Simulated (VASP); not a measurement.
# Ca (Immm) in VASP: a series of runs

Runs on Ca. Level: PBE. Tasks: single point.

All numbers are computed with VASP 6.6.1; they aren't measurements. Logs are shortened: lines on timing, memory, paths and dates and some standing lists are left out, and cuts for length are marked.

**1. Starting point**

The structure is orthorhombic, space group Immm (No. 71). The conventional cell has a = 4.193 Å, b = 4.203 Å, c = 4.891 Å, α = 90.00°, β = 90.00°, γ = 90.00°. Ca (site symmetry mmm) has 12 Ca at 3.85 to 4.20 Å as nearest neighbours.

This isn't the form of Ca at room conditions, which is fcc.

**2. Single point, PBE**

INCAR reads:

```
PREC     = Accurate       # precision mode
ENCUT    = 300            # plane-wave cutoff, eV
EDIFF    = 1E-6           # SCF threshold, eV
ISMEAR   = 1              # smearing method
SIGMA    = 0.1            # smearing width, eV
LREAL    = False          # projectors in reciprocal space
LASPH    = True           # aspherical terms in the spheres
NELM     = 100            # most SCF steps
ALGO     = Normal         # electronic algorithm
ISIF     = 2              # what is computed and relaxed
LWAVE    = False          # write WAVECAR
LCHARG   = False          # write CHGCAR
GGA      = PE             # functional
ADDGRID  = False
```

KPOINTS reads:

```
Automatic mesh
0
Gamma
  14 14 14
```

POSCAR reads:

```
Ca
1.0
   -2.1296130000      2.1366080000      2.5183870000
    2.0452440000     -2.1127450000      2.4255450000
    2.0940060000      2.0772270000     -2.4978770000
Ca
1
Direct
    0.5036690000      0.4760610000     -0.0172770000
```

Potentials or basis: VASP PAW PBE potentials, release 64 (Ca_pv).

Launch:

```bash
cat potpaw_PBE.64/Ca_pv/POTCAR > POTCAR
mpirun -np 1 vasp_std > vasp.out
```

OUTCAR:

```text
PREC = Accurate
   ENCUT = 300
   EDIFF = 1E-6
   ISMEAR = 1
   LREAL = False
   LASPH = True
   NELM = 100
   ISIF = 2
   GGA = PE

 Found   1376 irreducible k-points:

 Following reciprocal coordinates:
            Coordinates               Weight
  0.000000  0.000000  0.000000      1.000000
  0.071429  0.000000 -0.000000      2.000000
  0.142857  0.000000 -0.000000      2.000000
  0.214286  0.000000 -0.000000      2.000000
  0.285714  0.000000 -0.000000      2.000000
  0.357143  0.000000 -0.000000      2.000000
   k-points           NKPTS =   1376   k-points in BZ     NKDIM =   1376   number of bands    NBANDS=      8
   number of dos      NEDOS =    301   number of ions     NIONS =      1
   total plane-waves  NPLWV =  13824
   dimension x,y,z NGX =    24 NGY =   24 NGZ =   24
   dimension x,y,z NGXF=    48 NGYF=   48 NGZF=   48
   ions per type =               1
   NGX,Y,Z   is equivalent  to a cutoff of  10.15, 10.47, 10.32 a.u.
   NGXF,Y,Z  is equivalent  to a cutoff of  20.31, 20.93, 20.65 a.u.
 SYSTEM =  unknown system
   PREC   = accura    normal or accurate (medium, high low for compatibility)
   ISTART =      0    job   : 0-new  1-cont  2-samecut
   ICHARG =      2    charge: 1-file 2-atom 10-const
   ISPIN  =      1    spin polarized calculation?
   LNONCOLLINEAR =      F non collinear calculations
   LSORBIT =      F    spin-orbit coupling
   LASPH  =      T    aspherical Exc in radial PAW
   ENCUT  =  300.0 eV  22.05 Ry    4.70 a.u.   5.55  5.38  5.46*2*pi/ulx,y,z
   NELM   =    100;   NELMIN=  2; NELMDL= -5     # of ELM steps
   EDIFF  = 0.1E-05   stopping-criterion for ELM
   LREAL  =      F    real-space projection
[... 7 lines left out ...]
   TEBEG  =    0.0;   TEEND  =   0.0 temperature during run
   PSTRESS=    0.0 pullay stress
   NELECT =       8.0000    total number of electrons
   NUPDOWN=      -1.0000    fix difference up-down
   EMIN   =  10.00;   EMAX   =-10.00  energy-range for DOS
   EFERMI =   0.00;   METHOD = LEGACY
   ISMEAR =     1;   SIGMA  =   0.10  broadening in eV -4-tet -1-fermi 0-gaus
   EFERMI_NEDOS =   21; number of points for ismear=-14 and -15
   IALGO  =     38    algorithm
   IMIX   =      4    mixing-type and parameters
     AMIX     =   0.40;   BMIX     =  1.00
     AMIX_MAG =   1.60;   BMIX_MAG =  1.00
  volume/ion in A,a.u.               =      43.10       290.85
  Fermi-wavevector in a.u.,A,eV,Ry     =   0.933859  1.764737 11.865531  0.872092
  Thomas-Fermi vector in A             =   2.060604
   LORBIT       =      0    0 simple, 1 ext, 2 COOP (PROOUT), +10 PAW based schemes
   GGA     = PE    functional components
   LHFCALC =     F    Hartree Fock is set to
   AEXX    =    0.0000 exact exchange contribution
   IVDW    =     0    specifies the selected vdW correction
   LEPSILON=     F    determine dielectric tensor
   LRPA    =     F    only Hartree local field effects (RPA)
 non-spin polarized calculation
 Methfessel and Paxton  Order N= 1 SIGMA  =   0.10
  energy-cutoff  :      300.00
  volume of cell :       43.10
 maximum number of plane-waves:       519
 NGX is ok and might be reduce to    24

 number of electron       7.9999998 magnetization

 Free energy of the ion-electron system (eV)
  ---------------------------------------------------
  ext. energy  EPLUGINS =         0.00000000
  ---------------------------------------------------
  free energy    TOTEN  =        -1.90625468 eV

  energy without entropy =       -1.90597411  energy(sigma->0) =       -1.90616116

 E-fermi :   2.1252     XC(G=0):  -7.6330

 val. band max:        2.1246058656   @ k =  -0.4286   0.2143   0.5000
 cond. band min:       2.1266870400   @ k =   0.5000   0.4286   0.2857
 fundamental gap:      0.0020811745
 Fermi energy:         2.1252226041

 k-point     1 :       0.0000    0.0000    0.0000
  band No.  band energies     occupation
      1     -20.8657      2.00000
      2     -20.8601      2.00000
      3     -20.8520      2.00000
      4      -1.8716      2.00000
      5       4.2180      0.00000
      6       4.3445      0.00000
      7       4.9515      0.00000
      8       4.9818      0.00000

 k-point     2 :       0.0714    0.0000   -0.0000
  band No.  band energies     occupation
      1     -20.8675      2.00000
      2     -20.8645      2.00000
      3     -20.8540      2.00000
      4      -1.7865      2.00000
      5       4.1866      0.00000
      6       4.3544      0.00000
      7       4.9437      0.00000
      8       4.9602      0.00000

 k-point     3 :       0.1429    0.0000   -0.0000
  band No.  band energies     occupation
      1     -20.8823      2.00000
      2     -20.8708      2.00000
      3     -20.8554      2.00000
      4      -1.5352      2.00000
      5       4.0355     -0.00000
      6       4.3501      0.00000
      7       4.9159      0.00000
      8       5.0126      0.00000

 k-point     4 :       0.2143    0.0000   -0.0000
  band No.  band energies     occupation
      1     -20.9082      2.00000
      2     -20.8769      2.00000
      3     -20.8561      2.00000
      4      -1.1301      2.00000
      5       3.7249     -0.00000
      6       4.2696      0.00000
      7       4.9359      0.00000
      8       5.2107      0.00000

 k-point     5 :       0.2857    0.0000   -0.0000
  band No.  band energies     occupation
      1     -20.9371      2.00000
      2     -20.8835      2.00000
      3     -20.8565      2.00000
      4      -0.5929      2.00000
      5       3.3064     -0.00000
      6       4.1386      0.00000
      7       4.9535      0.00000
      8       5.5275      0.00000

 k-point     6 :       0.3571    0.0000   -0.0000
  band No.  band energies     occupation
      1     -20.9629      2.00000
      2     -20.8895      2.00000
      3     -20.8569      2.00000
      4       0.0405      2.00000
      5       2.8220     -0.00000
      6       4.0120     -0.00000
      7       4.9263      0.00000
      8       5.7156      0.00000

 [... further k-points ...]
[... 5 lines left out ...]
  --------------------------------------------------------------------------------------
  -------------------------------------------------------------------------------------
  Total       -0.1304736     -0.1514535     -0.0492104      0.0517891     -0.0418336      0.1263429
  in kB       -4.8502268     -5.6301347     -1.8293495      1.9252076     -1.5551224      4.6966725
  external PRESSURE =      -4.1032370 kB  Pullay stress =       0.0000000 kB

 VOLUME and BASIS-vectors are now :
 -----------------------------------------------------------------------------
  energy-cutoff  :      300.00
  volume of cell :       43.10
      direct lattice vectors                 reciprocal lattice vectors
    -2.129613000  2.136608000  2.518387000     0.005544617  0.236380961  0.201221828
     2.045244000 -2.112745000  2.425545000     0.245206417  0.001067158  0.206447491
     2.094006000  2.077227000 -2.497877000     0.243696023  0.239358134  0.003003396

 POSITION                                       TOTAL-FORCE (eV/Angst)
 -----------------------------------------------------------------------------------
      1.95887      2.11169     -0.03158         0.000000      0.000000      0.000000
 -----------------------------------------------------------------------------------
    total drift:                                0.000011      0.000008      0.000004

  FREE ENERGIE OF THE ION-ELECTRON SYSTEM (eV)
  ---------------------------------------------------
  free  energy   TOTEN  =        -1.9062546847 eV

  energy  without entropy=       -1.9059741090  energy(sigma->0) =       -1.90616116
```

OSZICAR:

```text
N       E                     dE             d eps       ncg     rms          rms(c)
DAV:   1     0.126699480524E+02    0.12670E+02   -0.32825E+03 22016   0.953E+02
DAV:   2    -0.129728521727E+01   -0.13967E+02   -0.13946E+02 23184   0.109E+02
DAV:   3    -0.189056322298E+01   -0.59328E+00   -0.59233E+00 36288   0.283E+01
DAV:   4    -0.189673132331E+01   -0.61681E-02   -0.61669E-02 28376   0.218E+00
DAV:   5    -0.189679444478E+01   -0.63121E-04   -0.63121E-04 37400   0.213E-01    0.740E-01
DAV:   6    -0.190204716919E+01   -0.52527E-02   -0.73863E-03 24640   0.173E+00    0.427E-01
DAV:   7    -0.190625445301E+01   -0.42073E-02   -0.85422E-03 25776   0.183E+00    0.516E-02
DAV:   8    -0.190624414607E+01    0.10307E-04   -0.41856E-04 28472   0.362E-01    0.867E-03
DAV:   9    -0.190625110955E+01   -0.69635E-05   -0.13184E-05 37616   0.326E-02    0.689E-03
DAV:  10    -0.190625408014E+01   -0.29706E-05   -0.18146E-06 27224   0.278E-02    0.177E-03
DAV:  11    -0.190625468469E+01   -0.60455E-06   -0.45355E-08 12264   0.271E-03
   1 F= -.19062547E+01 E0= -.19061612E+01  d E =-.280576E-03
```

stdout:

```text
POSCAR found type information on POSCAR Ca
 POSCAR found :  1 types and       1 ions
 scaLAPACK will be used
 LDA part: xc-table for (Slater+PW92), standard interpolation
 POSCAR, INCAR and KPOINTS ok, starting setup
 FFT: planning ... GRIDC
 FFT: planning ... GRID_SOFT
 FFT: planning ... GRID
 WAVECAR not read
 entering main loop
```

It took 68 s on 1 thread of Intel Xeon Platinum 8488C (Sapphire Rapids), shared host; peak memory 0.33 GiB.

The run converged, but some of its settings lie outside the range that counts as converged, so its numbers aren't taken as properties of the crystal.

Results:

```yaml
Free_energy: -1.9063 eV
Pressure: -0.4 GPa
Band_gap_on_the_k_mesh: none (metal or under the smearing width)
```

**3. Single point, PBE**

This run uses another cell than the first one, of the same volume but with other edges.

Edit INCAR of step 2 so:

```diff
@@ -1,3 +1,3 @@
 PREC     = Accurate       # precision mode
-ENCUT    = 300            # plane-wave cutoff, eV
+ENCUT    = 600            # plane-wave cutoff, eV
 EDIFF    = 1E-6           # SCF threshold, eV
```

KPOINTS reads:

```
Automatic mesh
0
Gamma
  10 10 10
```

POSCAR reads:

```
Ca
1.0
   -2.0964874600      2.1017318100      2.4453524600
    2.0964874600     -2.1017318100      2.4453524600
    2.0964874600      2.1017318100     -2.4453524600
Ca
1
Direct
    0.5000000000      0.5000000000      0.0000000000
```

Potentials or basis: VASP PAW PBE potentials, release 64 (Ca_pv).

Launch:

```bash
cat potpaw_PBE.64/Ca_pv/POTCAR > POTCAR
mpirun -np 1 vasp_std > vasp.out
```

Run time: 21 s. Hardware: 1 thread of Intel Xeon Platinum 8488C (Sapphire Rapids), shared host; peak memory 0.23 GiB.

These settings aren't checked as converged: the numbers below hold their error.

What came out:

| Item | Value |
| --- | --- |
| Free energy | -1.9102 eV |
| Pressure | -0.4 GPa |
| Band gap on the k mesh | none (metal or under the smearing width) |

**4. Single point, PBE**

INCAR is that of step 3.

KPOINTS is that of step 3.

POSCAR reads:

```
Ca
1.0
   -2.1296130000      2.1366080000      2.5183870000
    2.0452440000     -2.1127450000      2.4255450000
    2.0940060000      2.0772270000     -2.4978770000
Ca
1
Direct
    0.5036690000      0.4760610000     -0.0172770000
```

Launch:

```bash
cat potpaw_PBE.64/Ca_pv/POTCAR > POTCAR
mpirun -np 1 vasp_std > vasp.out
```

Run time: 61 s. Hardware: 1 thread of Intel Xeon Platinum 8488C (Sapphire Rapids), shared host; peak memory 0.37 GiB.

These settings aren't checked as converged: the numbers below hold their error.

Results:

```yaml
Free_energy: -1.9073 eV
Pressure: -0.4 GPa
Band_gap_on_the_k_mesh: none (metal or under the smearing width)
```

**5. Single point, PBE**

This run uses another cell than the first one, of the same volume but with other edges.

Edit INCAR of step 4 so:

```diff
@@ -1,3 +1,3 @@
 PREC     = Accurate       # precision mode
-ENCUT    = 600            # plane-wave cutoff, eV
+ENCUT    = 250            # plane-wave cutoff, eV
 EDIFF    = 1E-6           # SCF threshold, eV
```

KPOINTS reads:

```
Automatic mesh
0
Gamma
  16 16 16
```

POSCAR reads:

```
Ca
1.0
   -2.0964874600      2.1017318100      2.4453524600
    2.0964874600     -2.1017318100      2.4453524600
    2.0964874600      2.1017318100     -2.4453524600
Ca
1
Direct
    0.5000000000      0.5000000000      0.0000000000
```

Potentials or basis: VASP PAW PBE potentials, release 64 (Ca_pv).

Launch:

```bash
cat potpaw_PBE.64/Ca_pv/POTCAR > POTCAR
mpirun -np 1 vasp_std > vasp.out
```

OUTCAR:

```text
PREC = Accurate
   ENCUT = 250
   EDIFF = 1E-6
   ISMEAR = 1
   LREAL = False
   LASPH = True
   NELM = 100
   ISIF = 2
   GGA = PE

 Found    621 irreducible k-points:

 Following reciprocal coordinates:
            Coordinates               Weight
  0.000000  0.000000  0.000000      1.000000
  0.062500  0.000000  0.000000      4.000000
  0.125000  0.000000  0.000000      4.000000
  0.187500 -0.000000  0.000000      4.000000
  0.250000  0.000000  0.000000      4.000000
  0.312500  0.000000  0.000000      4.000000
   k-points           NKPTS =    621   k-points in BZ     NKDIM =    621   number of bands    NBANDS=      8
   number of dos      NEDOS =    301   number of ions     NIONS =      1
   total plane-waves  NPLWV =   8000
   dimension x,y,z NGX =    20 NGY =   20 NGZ =   20
   dimension x,y,z NGXF=    40 NGYF=   40 NGZF=   40
   ions per type =               1
   NGX,Y,Z   is equivalent  to a cutoff of   8.64,  8.64,  8.64 a.u.
   NGXF,Y,Z  is equivalent  to a cutoff of  17.29, 17.29, 17.29 a.u.
 SYSTEM =  unknown system
   PREC   = accura    normal or accurate (medium, high low for compatibility)
   ISTART =      0    job   : 0-new  1-cont  2-samecut
   ICHARG =      2    charge: 1-file 2-atom 10-const
   ISPIN  =      1    spin polarized calculation?
   LNONCOLLINEAR =      F non collinear calculations
   LSORBIT =      F    spin-orbit coupling
   LASPH  =      T    aspherical Exc in radial PAW
   ENCUT  =  250.0 eV  18.37 Ry    4.29 a.u.   4.96  4.96  4.96*2*pi/ulx,y,z
   NELM   =    100;   NELMIN=  2; NELMDL= -5     # of ELM steps
   EDIFF  = 0.1E-05   stopping-criterion for ELM
   LREAL  =      F    real-space projection
[... 7 lines left out ...]
   TEBEG  =    0.0;   TEEND  =   0.0 temperature during run
   PSTRESS=    0.0 pullay stress
   NELECT =       8.0000    total number of electrons
   NUPDOWN=      -1.0000    fix difference up-down
   EMIN   =  10.00;   EMAX   =-10.00  energy-range for DOS
   EFERMI =   0.00;   METHOD = LEGACY
   ISMEAR =     1;   SIGMA  =   0.10  broadening in eV -4-tet -1-fermi 0-gaus
   EFERMI_NEDOS =   21; number of points for ismear=-14 and -15
   IALGO  =     38    algorithm
   IMIX   =      4    mixing-type and parameters
     AMIX     =   0.40;   BMIX     =  1.00
     AMIX_MAG =   1.60;   BMIX_MAG =  1.00
  volume/ion in A,a.u.               =      43.10       290.85
  Fermi-wavevector in a.u.,A,eV,Ry     =   0.933859  1.764737 11.865532  0.872092
  Thomas-Fermi vector in A             =   2.060604
   LORBIT       =      0    0 simple, 1 ext, 2 COOP (PROOUT), +10 PAW based schemes
   GGA     = PE    functional components
   LHFCALC =     F    Hartree Fock is set to
   AEXX    =    0.0000 exact exchange contribution
   IVDW    =     0    specifies the selected vdW correction
   LEPSILON=     F    determine dielectric tensor
   LRPA    =     F    only Hartree local field effects (RPA)
 non-spin polarized calculation
 Methfessel and Paxton  Order N= 1 SIGMA  =   0.10
  energy-cutoff  :      250.00
  volume of cell :       43.10
 maximum number of plane-waves:       418
   NGX =  9   NGY =  9   NGZ =  9

 number of electron       7.9999991 magnetization

 Free energy of the ion-electron system (eV)
  ---------------------------------------------------
  ext. energy  EPLUGINS =         0.00000000
  ---------------------------------------------------
  free energy    TOTEN  =        -1.90883393 eV

  energy without entropy =       -1.90877358  energy(sigma->0) =       -1.90881381

 E-fermi :   2.1405     XC(G=0):  -7.6339

 val. band max:        2.1386708340   @ k =   0.5000  -0.3750   0.2500
 cond. band min:       2.1422051504   @ k =  -0.1875   0.5000   0.1875
 fundamental gap:      0.0035343164
 Fermi energy:         2.1404641209

 k-point     1 :       0.0000    0.0000    0.0000
  band No.  band energies     occupation
      1     -20.8674      2.00000
      2     -20.8669      2.00000
      3     -20.8542      2.00000
      4      -1.8718      2.00000
      5       4.2948      0.00000
      6       4.3081      0.00000
      7       4.8894      0.00000
      8       5.0090      0.00000

 k-point     2 :       0.0625    0.0000    0.0000
  band No.  band energies     occupation
      1     -20.8701      2.00000
      2     -20.8687      2.00000
      3     -20.8561      2.00000
      4      -1.8051      2.00000
      5       4.2689      0.00000
      6       4.3238      0.00000
      7       4.8851      0.00000
      8       4.9832      0.00000

 k-point     3 :       0.1250    0.0000    0.0000
  band No.  band energies     occupation
      1     -20.8823      2.00000
      2     -20.8725      2.00000
      3     -20.8584      2.00000
      4      -1.6076      2.00000
      5       4.1578      0.00000
      6       4.3361      0.00000
      7       4.9139      0.00000
      8       4.9463      0.00000

 k-point     4 :       0.1875   -0.0000    0.0000
  band No.  band energies     occupation
      1     -20.9029      2.00000
      2     -20.8782      2.00000
      3     -20.8596      2.00000
      4      -1.2866      2.00000
      5       3.9191     -0.00000
      6       4.2795      0.00000
      7       4.9567      0.00000
      8       5.0561      0.00000

 k-point     5 :       0.2500    0.0000    0.0000
  band No.  band energies     occupation
      1     -20.9276      2.00000
      2     -20.8849      2.00000
      3     -20.8602      2.00000
      4      -0.8550      2.00000
      5       3.5794     -0.00000
      6       4.1619      0.00000
      7       4.9909      0.00000
      8       5.3163      0.00000

 k-point     6 :       0.3125    0.0000    0.0000
  band No.  band energies     occupation
      1     -20.9524      2.00000
      2     -20.8915      2.00000
      3     -20.8607      2.00000
      4      -0.3330      2.00000
      5       3.1821     -0.00000
      6       4.0307     -0.00000
      7       4.9950      0.00000
      8       5.6342      0.00000

 [... further k-points ...]
[... 5 lines left out ...]
  --------------------------------------------------------------------------------------
  -------------------------------------------------------------------------------------
  Total       -0.1363785     -0.1433903     -0.0480677      0.0000000      0.0000000      0.0000000
  in kB       -5.0697382     -5.3303957     -1.7868681      0.0000000      0.0000000      0.0000000
  external PRESSURE =      -4.0623340 kB  Pullay stress =       0.0000000 kB

 VOLUME and BASIS-vectors are now :
 -----------------------------------------------------------------------------
  energy-cutoff  :      250.00
  volume of cell :       43.10
      direct lattice vectors                 reciprocal lattice vectors
    -2.096487460  2.101731810  2.445352460     0.000000000  0.237899050  0.204469502
     2.096487460 -2.101731810  2.445352460     0.238494153  0.000000000  0.204469502
     2.096487460  2.101731810 -2.445352460     0.238494153  0.237899050  0.000000000

 POSITION                                       TOTAL-FORCE (eV/Angst)
 -----------------------------------------------------------------------------------
      0.00000      0.00000      2.44535         0.000000      0.000000      0.000000
 -----------------------------------------------------------------------------------
    total drift:                               -0.000000     -0.000000      0.000000

  FREE ENERGIE OF THE ION-ELECTRON SYSTEM (eV)
  ---------------------------------------------------
  free  energy   TOTEN  =        -1.9088339299 eV

  energy  without entropy=       -1.9087735839  energy(sigma->0) =       -1.90881381
```

Wall time 30 s (1 thread of Intel Xeon Platinum 8488C (Sapphire Rapids), shared host); peak memory 0.19 GiB.

The run converged, but some of its settings lie outside the range that counts as converged, so its numbers aren't taken as properties of the crystal.

What came out:

```yaml
Free_energy: -1.9088 eV
Pressure: -0.4 GPa
Band_gap_on_the_k_mesh: none (metal or under the smearing width)
```
